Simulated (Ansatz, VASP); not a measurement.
## One calculation of Zn, two programs

```
Zn
1.0
     2.63815    0.00000    0.00000
    -1.31908    2.28470    0.00000
     0.00000    0.00000    4.94670
Zn
2
Direct
  0.33333 0.66667 0.25000
  0.66667 0.33333 0.75000
```

Change from the starting cell: equal xx and yy strain of -1 %.

Alike in both runs: task single point; functional PBEsol; k mesh 16 × 16 × 8; occupations fermi-dirac, width 0.03 eV; no spin polarisation.

|  | VASP | Ansatz |
| --- | --- | --- |
| version | VASP 6.6.1 | Ansatz 0.2.0 |
| potentials or method | VASP PAW PBE potentials, release 64 (Zn), cutoff 520 eV | all-electron LAPW, scalar-relativistic |

VASP gave:

| Item | Value |
| --- | --- |
| pressure (GPa) | -3.5 |
| largest component of the traceless stress (GPa) | 0.99 |

Task: Which values does Ansatz return?

Result: Pressure (GPa): -3.9; largest component of the traceless stress (GPa): 0.85.

Ansatz ran all-electron here, so the differences hold the error of VASP's frozen core and of both bases.

Caveats: the PAW data sets were made with another functional, which shifts forces and pressure a little (VASP).
